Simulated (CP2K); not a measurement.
# Pd: equation of state with LDA

Crystal: Pd.

```
Pd
1.0
     2.75277    0.00000    0.00000
     1.37638    2.38397    0.00000
     1.37638    0.79466    2.24762
Pd
1
Direct
  0.00000 0.00000 0.00000
```

```
Program                             : CP2K 2026.2
Task                                : equation of state
Functional                          : LDA
Potentials or basis                 : GTH_POTENTIALS Pd GTH-PADE-q18; TZVP-MOLOPT-PBE-GTH basis
Density cutoff                      : 6803 eV
k mesh                              : 12 × 12 × 12
Occupations                         : fermi-dirac, width 0.1 eV
Spin                                : no spin polarisation
SCF solver                          : diagonalisation with k points
Quickstep method                    : GPW
EPS_DEFAULT                         : 1.0E-9
EPS_SCF                             : 1.0E-6
MAX_SCF                             : 100
SCF_GUESS                           : ATOMIC
k points reduced by the point group : yes
Mesh centred on Gamma               : yes
CHOLESKY                            : OFF
EPS_EIGVAL                          : 1.0E-7
MIXING METHOD                       : BROYDEN_MIXING
MIXING ALPHA                        : 0.4
NBUFFER                             : 8
NGRIDS                              : 5
Basis sets                          : Pd TZVP-MOLOPT-PBE-GTH-q18
Potentials                          : Pd GTH-PADE-q18 of GTH_POTENTIALS
ADDED_MOS                           : [11]
REL_CUTOFF (Ry)                     : 60 Ry
MIXING BETA (1/bohr)                : 1.5 1/bohr
CUTOFF of the grids                 : 500 Ry
```

The equilibrium volume is 13.95 Å³/atom and the bulk modulus is 254 GPa. The pressure derivative of the bulk modulus is 5.5.

Energy against volume, from the lowest point:
| volume (Å³/atom) | energy (meV/atom) |
| --- | --- |
| 13.865 | 0.00 |
| 14.160 | 2.06 |
| 14.455 | 13.08 |
| 14.750 | 31.91 |
| 15.045 | 57.52 |
| 15.340 | 89.02 |
| 15.635 | 125.63 |

All runs of the series together: 9.4 min on 1 thread of Intel(R) Xeon(R) 6975P-C (Granite Rapids) (shared host).

Caveat: the basis of atomic orbitals isn't converged, which shifts pressures, moduli and gaps. LDA usually gives volumes a few per cent too small.
